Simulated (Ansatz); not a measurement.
# InP (Fm-3m) in Ansatz: convergence with wavefunction cutoff

Aim: find how far wavefunction cutoff must go before the results for InP settle, at PBE. This setting moves, with any that are tied to it; all else stays.

Everything below comes from runs of Ansatz 0.2.0. Logs are shortened: lines on timing, memory, paths and dates and some standing lists are left out, and cuts for length are marked.

## 1. The crystal as given

Symmetry: Fm-3m, No. 225, cubic system. The conventional cell has a = 5.538 Å, b = 5.538 Å, c = 5.538 Å, α = 90.00°, β = 90.00°, γ = 90.00°. Around In (site symmetry m-3m) lie 6 P at 2.77 Å. P (site symmetry m-3m) has 6 In at 2.77 Å as nearest neighbours.

Measurements of this composition are mostly on another form, of space group No. 216.

## 2. With wavefunction cutoff 400 eV

Contents of input.yaml:

```yaml
crystal:
  lattice:
    - [0.0, 2.768834, 2.768834]
    - [2.768834, 0.0, 2.768834]
    - [2.768834, 2.768834, 0.0]
  atoms:
    - { symbol: In, position: [0.0, 0.0, 0.0] }
    - { symbol: P, position: [0.5, 0.5, 0.5] }
hamiltonian:
  xc: pbe
  pseudopotentials: { kind: nc, source: spms }
kpoints:
  mp_grid: { grid: [7, 7, 7] }
scf:
  occupations: { method: gaussian, width: 0.05 }
output:
  forces: true
  stress: true
  eigenvalues: true
basis:
  ecutwfc: "400 eV"
```

Potentials or basis: SPMS NC.

Command:

```bash
ansatz run input.yaml --threads 2 --pin off --max-ram 5632MiB --backend cpu --events-out ev --progress --plain --runs-dir out
```

Standard output:

```text
Warning: basis.ecutwfc = 400 eV is below the records' recommended 544.22772491976 eV, and the density's cutoff is lower with it unless basis.ecutrho_ratio is high enough to keep the records' density cutoff: compare with a run at a higher cutoff
Warning: RAYON_NUM_THREADS=2 ignored (pool sized by the plan → 2); use --threads N
Engine: ansatz 0.2.0, aarch64-unknown-linux-gnu
Pseudopotentials: kind: nc
Pseudopotential: In, nc, valence charge 13, recommended cutoff 544.22772491976 eV (normal), In.nc.azcp
Pseudopotential: P, nc, valence charge 5, recommended cutoff 462.593566181796 eV (normal), P.nc.azcp
Functional definition: PBE
  parameter kappa = 0.804
  parameter beta = 0.06672455060314922
  exchange = pbe_x(kappa = kappa, mu = beta*pi^2/3)
  correlation = pbe_c(beta = beta)
Crystal: 2 atoms, lattice volume = 42.454 Å³
Basis set: ecut = 400 eV, 749 PW (Γ), exchange–correlation on 54×54×54 points (8 copies of the dense FFT grid, shifted against one another)
Bands: 13, of which v1, the nominal top of the filled ones, is band 9 counted from 1 (8 counted from 0)
Symmetry: 48 space group operations
Space group: Fm-3m (ITA 225), of the structure as read, at distance tolerance 3.5e-5 Å
k-points: 20 of 343
Non-local potential: In, projectors of the file, l = 0: 2, l = 1: 2, l = 2: 2
Non-local potential: P, projectors of the file, l = 0: 2, l = 1: 2, l = 2: 2
Initial density: superposition of atomic densities (chi_scale 0.1, normalization cell, long waves kept (reshape's long-wave potential 0.00 eV rms))
Initial wavefunctions: pseudopotential atomic-orbital guess
Functional: x = pbe(κ = 0.804, μ = 0.2195149727645171), c = pbe(β = 0.06672455060314922)
SCF iter   1: F=—  HF=-1860.097927 eV  |F-HF|=—  |Δ(HF+E_count)|=         —  Δρ=2.66e-2  dr2=4.85e-1  ethr=3.10e-3  ⟨swp⟩=5.2  Hψ=1566  notcnv=0
preconditioner: auto → none  [insulator: Δε(μ)=0.081 eV  Ē_g=14.375 eV  σ=0.050 eV  W_gap=0.70  n_scr=14 (ndim 8)  ℏωp=24.2 eV  f_vac=0.000  D(μ)=2.35/eV (n_scr^D=14)  ε∞_Penn≈3.8]
SCF iter   2: F=—  HF=-1859.978665 eV  |F-HF|=—  |Δ(HF+E_count)|=   1.19e-1  Δρ=1.16e-2  dr2=3.86e-2  ethr=2.69e-3  ⟨swp⟩=2.6  Hψ=613  notcnv=0
SCF iter   3: F=—  HF=-1859.976969 eV  |F-HF|=—  |Δ(HF+E_count)|=   1.70e-3  Δρ=5.92e-3  dr2=7.36e-3  ethr=2.14e-4  ⟨swp⟩=2.1  Hψ=392  notcnv=0
SCF iter   4: F=—  HF=-1859.979240 eV  |F-HF|=—  |Δ(HF+E_count)|=   2.27e-3  Δρ=1.15e-3  dr2=3.34e-4  ethr=4.09e-5  ⟨swp⟩=1.1  Hψ=276  notcnv=0
SCF iter   5: F=—  HF=-1859.979287 eV  |F-HF|=—  |Δ(HF+E_count)|=   4.73e-5  Δρ=1.36e-4  dr2=6.07e-6  ethr=1.86e-6  ⟨swp⟩=2.5  Hψ=452  notcnv=0
SCF iter   6: F=—  HF=-1859.979288 eV  |F-HF|=—  |Δ(HF+E_count)|=   7.28e-7  Δρ=1.88e-5  dr2=1.66e-7  ethr=3.37e-8  ⟨swp⟩=3.0  Hψ=463  notcnv=0
SCF iter   7: F=-1859.979288 eV  HF=-1859.979288 eV  |F-HF|=2.82e-10  |Δ(HF+E_count)|=   5.38e-8  Δρ=2.06e-6  dr2=1.99e-9  ethr=5.56e-10  ⟨swp⟩=7.6  Hψ=1448  notcnv=0
SCF 1 converged in 7 iterations: F = -1859.979288 eV  dr2 = 1.99e-9
SCF converged after 7 iterations
Free energy (F): -1859.979288 eV
Harris-Foulkes:  -1859.979288 eV  (|F-HF|=2.82e-10)
Internal energy: -1859.977893 eV  (E = F + TS)
E sigma→0 (E₀):  -1859.978590 eV
Entropy (-TS):   -0.001395 eV (-0.698 meV/atom)
Fermi energy:    9.988964 eV
--- Per-component energies (eV) ---
  E_band       = -2.174035
  E_kinetic    = 976.884257
  E_local      = -973.801860  (includes V_loc(G=0)·N_el)
  E_nonlocal   = -329.112399
  E_hartree    = 336.815109
  E_xc         = -530.136848
  E_vxc        = -349.775135  (∫ρ·V_xc dr)
  E_ewald      = -1340.626153
  E_smearing   = -0.001395  (= −TS)
  E_closure    = -0.000000  (closes the sum)
  Σ components = -1859.979288   (vs F -1859.979288, Δ=0.00e0)
--- Forces (eV/Å), atoms counted from 1 ---
  atom   1  In    -0.00000000     0.00000000     0.00000000
  atom   2  P      0.00000000    -0.00000000     0.00000000
  max |Σ_I F_I| component: 7.23e-31 eV/Å
--- Stress (GPa, compression-positive) ---
        0.243343       0.000000      -0.000000
       -0.000000       0.243343       0.000000
       -0.000000      -0.000000       0.243343
  P = ⅓ Tr σ = 0.2433 GPa (2.433 kbar)
--- Band table (eV; the first three rows and the last of 20) ---
  k-point 0: bands = ["-4.4110", "-4.4110", "-4.3976", "-4.3976", "-4.3976", "-2.1362", "9.6057", "9.6057", "9.6057", "10.3818", "16.9941", "16.9941", "16.9941"]
  k-point 1: bands = ["-4.4419", "-4.4419", "-4.4183", "-4.3995", "-4.3995", "-1.8842", "7.6027", "9.6464", "9.6464", "11.9719", "15.8855", "16.2775", "16.2775"]
  k-point 2: bands = ["-4.4684", "-4.4684", "-4.4191", "-4.3690", "-4.3690", "-1.1686", "5.3066", "9.7879", "9.7879", "12.6513", "14.5353", "14.5353", "15.2328"]
  k-point 19: bands = ["-4.6431", "-4.4366", "-4.4026", "-4.3719", "-4.3074", "0.9564", "4.7685", "5.8346", "7.0736", "11.7392", "14.7328", "16.3811", "17.2651"]
```

Run time: 0.34 s. Hardware: 2 threads of Arm Neoverse V2, shared host; peak memory 0.23 GiB.

What came out:

```
Free energy            : -1859.9793 eV
Pressure               : 0.2 GPa
Band gap on the k mesh : none (metal or under the smearing width)
```

## 3. With wavefunction cutoff 500 eV

Changes to input.yaml since step 2:

```diff
@@ -20,2 +20,2 @@
 basis:
-  ecutwfc: "400 eV"
+  ecutwfc: "500 eV"
```

Potentials or basis: SPMS NC.

Command:

```bash
ansatz run input.yaml --threads 2 --pin off --max-ram 5632MiB --backend cpu --events-out ev --progress --plain --runs-dir out
```

Run time: 0.39 s. Hardware: 2 threads of Arm Neoverse V2, shared host; peak memory 0.24 GiB.

Results:

```yaml
Free_energy: -1860.4502 eV
Pressure: 0.3 GPa
Band_gap_on_the_k_mesh: none (metal or under the smearing width)
```

## 4. With wavefunction cutoff 600 eV

Changes to input.yaml since step 3:

```diff
@@ -20,2 +20,2 @@
 basis:
-  ecutwfc: "500 eV"
+  ecutwfc: "600 eV"
```

Command:

```bash
ansatz run input.yaml --threads 2 --pin off --max-ram 5632MiB --backend cpu --events-out ev --progress --plain --runs-dir out
```

Wall time 0.54 s (2 threads of Arm Neoverse V2, shared host); peak memory 0.25 GiB.

Results:

| Quantity | Value |
| --- | --- |
| Free energy | -1860.4523 eV |
| Pressure | 0.3 GPa |
| Band gap on the k mesh | none (metal or under the smearing width) |

## 5. With wavefunction cutoff 700 eV

Changes to input.yaml since step 4:

```diff
@@ -20,2 +20,2 @@
 basis:
-  ecutwfc: "600 eV"
+  ecutwfc: "700 eV"
```

Command:

```bash
ansatz run input.yaml --threads 2 --pin off --max-ram 5632MiB --backend cpu --events-out ev --progress --plain --runs-dir out
```

It took 0.66 s on 2 threads of Arm Neoverse V2, shared host; peak memory 0.27 GiB.

What came out:

* Free energy: -1860.4530 eV
* Pressure: 0.3 GPa
* Band gap on the k mesh: none (metal or under the smearing width)

## 6. With wavefunction cutoff 850 eV

Changes to input.yaml since step 5:

```diff
@@ -20,2 +20,2 @@
 basis:
-  ecutwfc: "700 eV"
+  ecutwfc: "850 eV"
```

Potentials or basis: SPMS NC.

Command:

```bash
ansatz run input.yaml --threads 2 --pin off --max-ram 5632MiB --backend cpu --events-out ev --progress --plain --runs-dir out
```

It took 0.78 s on 2 threads of Arm Neoverse V2, shared host; peak memory 0.3 GiB.

The run converged. Its results:

- Free energy: -1860.4537 eV
- Pressure: 0.3 GPa
- Band gap on the k mesh: none (metal or under the smearing width)

## 7. With wavefunction cutoff 1000 eV

Changes to input.yaml since step 6:

```diff
@@ -20,2 +20,2 @@
 basis:
-  ecutwfc: "850 eV"
+  ecutwfc: "1000 eV"
```

Command:

```bash
ansatz run input.yaml --threads 2 --pin off --max-ram 5632MiB --backend cpu --events-out ev --progress --plain --runs-dir out
```

Wall time 0.92 s (2 threads of Arm Neoverse V2, shared host); peak memory 0.33 GiB.

It converged, with:

```yaml
Free_energy: -1860.4541 eV
Pressure: 0.3 GPa
Band_gap_on_the_k_mesh: none (metal or under the smearing width)
```

## 8. With wavefunction cutoff 1200 eV

Changes to input.yaml since step 7:

```diff
@@ -20,2 +20,2 @@
 basis:
-  ecutwfc: "1000 eV"
+  ecutwfc: "1200 eV"
```

Command:

```bash
ansatz run input.yaml --threads 2 --pin off --max-ram 5632MiB --backend cpu --events-out ev --progress --plain --runs-dir out
```

Wall time 1.1 s (2 threads of Arm Neoverse V2, shared host); peak memory 0.35 GiB.

Results (log left out):

```yaml
Free_energy: -1860.4546 eV
Pressure: 0.3 GPa
Band_gap_on_the_k_mesh: none (metal or under the smearing width)
```

## 9. With wavefunction cutoff 1400 eV

Changes to input.yaml since step 8:

```diff
@@ -20,2 +20,2 @@
 basis:
-  ecutwfc: "1200 eV"
+  ecutwfc: "1400 eV"
```

Potentials or basis: SPMS NC.

Command:

```bash
ansatz run input.yaml --threads 2 --pin off --max-ram 5632MiB --backend cpu --events-out ev --progress --plain --runs-dir out
```

Wall time 1.2 s (2 threads of Arm Neoverse V2, shared host); peak memory 0.38 GiB.

The run converged. Its results:

```yaml
Free_energy: -1860.4548 eV
Pressure: 0.3 GPa
Band_gap_on_the_k_mesh: none (metal or under the smearing width)
```

## 10. With wavefunction cutoff 1700 eV

Changes to input.yaml since step 9:

```diff
@@ -20,2 +20,2 @@
 basis:
-  ecutwfc: "1400 eV"
+  ecutwfc: "1700 eV"
```

Command:

```bash
ansatz run input.yaml --threads 2 --pin off --max-ram 5632MiB --backend cpu --events-out ev --progress --plain --runs-dir out
```

It took 1.9 s on 2 threads of Arm Neoverse V2, shared host; peak memory 0.43 GiB.

It converged, with:

```
Free energy            : -1860.4548 eV
Pressure               : 0.3 GPa
Band gap on the k mesh : none (metal or under the smearing width)
```

## 11. Summary

| wavefunction cutoff | energy less the tightest run, at zero smearing (meV/atom) | SCF cycles | CPU time (s) | peak memory (GiB) |
| --- | --- | --- | --- | --- |
| 400 eV | 237.78 | 7 | 0.59 | 0.23 |
| 500 eV | 2.32 | 7 | 0.69 | 0.24 |
| 600 eV | 1.25 | 7 | 0.99 | 0.25 |
| 700 eV | 0.94 | 7 | 1.2 | 0.27 |
| 850 eV | 0.56 | 7 | 1.5 | 0.3 |
| 1000 eV | 0.37 | 7 | 1.7 | 0.33 |
| 1200 eV | 0.12 | 7 | 2.1 | 0.35 |
| 1400 eV | 0.04 | 7 | 2.4 | 0.38 |
| 1700 eV | 0.00 | 7 | 3.7 | 0.43 |

Against the tightest run, the energy stays within 1 meV/atom from 700 eV on. The tightest run that finished is the yardstick and may itself not be fully converged.
